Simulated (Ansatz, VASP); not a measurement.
# Y in VASP and in Ansatz

The input INCAR:

```
SYSTEM = Y
PREC = Accurate
ENCUT = 520
EDIFF = 1E-6
ISMEAR = -1
SIGMA = 0.05
LREAL = .FALSE.
LASPH = .TRUE.
NELM = 80
ALGO = Normal
ISIF = 2
LWAVE = .FALSE.
LCHARG = .FALSE.
LMAXMIX = 4
GGA = CA
NBANDS = 18
```

File KPOINTS:

```
Automatic mesh
0
G
  8 8 5
  0 0 0
```

The input POSCAR:

```
Y
1.0
    3.6474000000      0.0000000000      0.0000000000
   -1.8237000000      3.1587410578      0.0000000000
    0.0000000000      0.0000000000      5.7306000000
Y
2
Direct
    0.6666666667      0.3333333333      0.7500000000
    0.3333333333      0.6666666667      0.2500000000
```

KPOINTS_OPT

```
path GMKGALHA,LM,KH
15
line-mode
reciprocal
 0.0000000000  0.0000000000  0.0000000000  G
 0.5000000000  0.0000000000  0.0000000000  M

 0.5000000000  0.0000000000  0.0000000000  M
 0.3333333333  0.3333333333  0.0000000000  K

 0.3333333333  0.3333333333  0.0000000000  K
 0.0000000000  0.0000000000  0.0000000000  G

 0.0000000000  0.0000000000  0.0000000000  G
 0.0000000000  0.0000000000  0.5000000000  A

 0.0000000000  0.0000000000  0.5000000000  A
 0.5000000000  0.0000000000  0.5000000000  L

 0.5000000000  0.0000000000  0.5000000000  L
 0.3333333333  0.3333333333  0.5000000000  H

 0.3333333333  0.3333333333  0.5000000000  H
 0.0000000000  0.0000000000  0.5000000000  A

 0.5000000000  0.0000000000  0.5000000000  L
 0.5000000000  0.0000000000  0.0000000000  M

 0.3333333333  0.3333333333  0.0000000000  K
 0.3333333333  0.3333333333  0.5000000000  H
```

File input.yaml:

```yaml
crystal:
  lattice:
    - [3.6474, 0.0, 0.0]
    - [-1.8237, 3.1587410578, 0.0]
    - [0.0, 0.0, 5.7306]
  atoms:
    - { symbol: "Y", position: [0.6666666667, 0.3333333333, 0.75] }
    - { symbol: "Y", position: [0.3333333333, 0.6666666667, 0.25] }
hamiltonian:
  xc: lda
  pseudopotentials: { kind: paw }
kpoints:
  mp_grid: { grid: [8, 8, 5] }
  band_path:
    path:
      - [[0.0, 0.0, 0.0], [0.5, 0.0, 0.0], [0.3333333333, 0.3333333333, 0.0], [0.0, 0.0, 0.0], [0.0, 0.0, 0.5], [0.5, 0.0, 0.5], [0.3333333333, 0.3333333333, 0.5], [0.0, 0.0, 0.5]]
      - [[0.5, 0.0, 0.5], [0.5, 0.0, 0.0]]
      - [[0.3333333333, 0.3333333333, 0.0], [0.3333333333, 0.3333333333, 0.5]]
    npoints: 14
scf:
  occupations: { method: fermi_dirac, width: 0.05 }
  n_extra_bands: 6
output:
  forces: true
  stress: true
  eigenvalues: true
  fatbands: true
```

Alike in both runs: task band structure; functional LDA; k mesh 8 × 8 × 5; occupations fermi-dirac, width 0.05 eV; no spin polarisation.

|  | VASP | Ansatz |
| --- | --- | --- |
| version | VASP 6.6.1 | Ansatz 0.2.0 |
| potentials or method | VASP PAW LDA potentials, release 64 (Y_sv) | Ansatz PAW |
| plane-wave cutoff (eV) | 520 | 420 |
| valence electrons in the cell | 22 | 22 |

Ansatz gave:

| Property | Result |
| --- | --- |
| gap on the k mesh at the Fermi level (eV) | none |
| pressure (GPa) | -3.8 |
| largest component of the traceless stress (GPa) | 0.32 |

Question: Estimate VASP's values.

Answer: gap on the k mesh at the Fermi level (eV): none; pressure (GPa): -3.9; largest component of the traceless stress (GPa): 0.31.

A gap of «none» marks a metal or a gap that the smearing closes.

Caveats: the PAW data sets come from PBE, with cores solved anew for the run's functional, which leaves a small shift of forces and pressure (Ansatz).
